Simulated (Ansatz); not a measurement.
BaTiO3:

```
CELL_PARAMETERS angstrom
3.99980 0.00000 0.00000
0.00000 3.99980 0.00000
0.00000 0.00000 4.01800
ATOMIC_POSITIONS crystal
Ba 0.00000 0.00000 0.00000
Ti 0.50000 0.50000 0.49000
O 0.00000 0.50000 0.51700
O 0.50000 0.00000 0.51700
O 0.50000 0.50000 0.01900
```

- Program: Ansatz 0.2.0
- Task: relaxation of cell and atoms
- Functional: PBE
- Potentials or basis: JTH PAW
- Cutoff: 1380 eV (not typed: the program's choice for these potentials)
- k mesh: 7 × 7 × 7
- Occupations: fermi-dirac, width 0.05 eV
- Spin: no spin polarisation

At the start: volume 12.86 Å³/atom.

Problem. How do energy, volume and symmetry change on relaxing?

Solution. It ends after 10 steps and the volume is 13.48 Å³/atom (+4.9 %); space group P4mm (No. 99, to 0.05 Å).

The path:
```tsv
step	energy change (eV)	largest force (eV/Å)	volume (Å³)
1	0.0000	0.2925	64.28
2	-0.0222	0.3230	65.98
3	-0.0249	0.3371	65.95
4	-0.0367	0.4027	66.02
5	-0.0465	0.1438	66.43
6	-0.0522	0.1228	67.09
7	-0.0543	0.0675	67.54
8	-0.0553	0.0023	67.39
9	-0.0553	0.0005	67.42
10	-0.0560	0.0005	67.42
```

Final structure:
```cif
data_structure
_symmetry_space_group_name_H-M 'P 1'
_symmetry_Int_Tables_number 1
_cell_length_a 3.9918
_cell_length_b 3.9918
_cell_length_c 4.2309
_cell_angle_alpha 90.000
_cell_angle_beta 90.000
_cell_angle_gamma 90.000
_cell_volume 67.42
loop_
_atom_site_label
_atom_site_type_symbol
_atom_site_fract_x
_atom_site_fract_y
_atom_site_fract_z
_atom_site_occupancy
Ba1 Ba 0.00000 0.00000 0.98926 1
Ti1 Ti 0.50000 0.50000 0.47103 1
O1 O 0.00000 0.50000 0.51997 1
O2 O 0.50000 0.00000 0.51997 1
O3 O 0.50000 0.50000 0.04277 1
```

Caveat: this barium file gives pressures and gaps apart from those of other sets; the plane-wave basis is chosen anew once the cell has moved, so the energies of steps on either side of that aren't comparable.
